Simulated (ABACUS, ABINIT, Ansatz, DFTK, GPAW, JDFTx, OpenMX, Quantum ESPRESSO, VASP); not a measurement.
## Rb: programs and potentials compared

```
Rb
1.0
    -2.80250    2.80250    2.80250
     2.80250   -2.80250    2.80250
     2.80250    2.80250   -2.80250
Rb
1
Cartesian
  0.0000 0.0000 0.0000
```

Alike in all runs: task single point; functional PBE; k mesh 7 × 7 × 7; occupations fermi-dirac, width 0.05 eV; no spin polarisation; no spin-orbit coupling. Pressure is positive in compression and, in plane waves, holds the error of the finite cutoff, which Ansatz's Pulay term estimates and takes out.

```csv
program and potentials,plane-wave cutoff (eV),notes,pressure (GPa)
"Ansatz, Ansatz PAW",420,-,0.09
"VASP, PBE PAW files Rb_sv, 520 eV",520,-,0.09
"Quantum ESPRESSO, SSSP 1.3 efficiency PBE",816,-,0.09
"ABACUS, PseudoDojo NC SR 0.4.1 PBE standard, plane waves",639,-,0.09
"GPAW, GPAW PAW data sets (gpaw-data 1.2.1)",600,-,0.08
"JDFTx, PseudoDojo-SR-PBE-0.5-standard with smoothed tails",626,-,0.07
"Ansatz, all-electron LAPW, scalar-relativistic",-,-,0.09
"JDFTx, PseudoDojo-SR-PBE-0.5-standard",626,-,0.07
"ABINIT, JTH PAW PBE v2.0",435,-,0.10
"DFTK, PseudoDojo SR PBE 0.4.1 standard (PBE)",789,-,0.09
"OpenMX, OpenMX 2013 PBE set, Rb11.0-s3p2d2, grid cutoff 260 Ry",-,atomic basis,0.14
```

The pressure spans 0.07 (JDFTx, PseudoDojo-SR-PBE-0.5-standard with smoothed tails) to 0.14 GPa (OpenMX, OpenMX 2013 PBE set, Rb11.0-s3p2d2, grid cutoff 260 Ry), with all-electron results at 0.09. Rows in atomic bases carry the error of their basis and grid, which can be large.

Differences between rows come from potentials, basis sets and numerical settings, since the functional is the same but for its coding. Runs on potential files found faulty are left out.
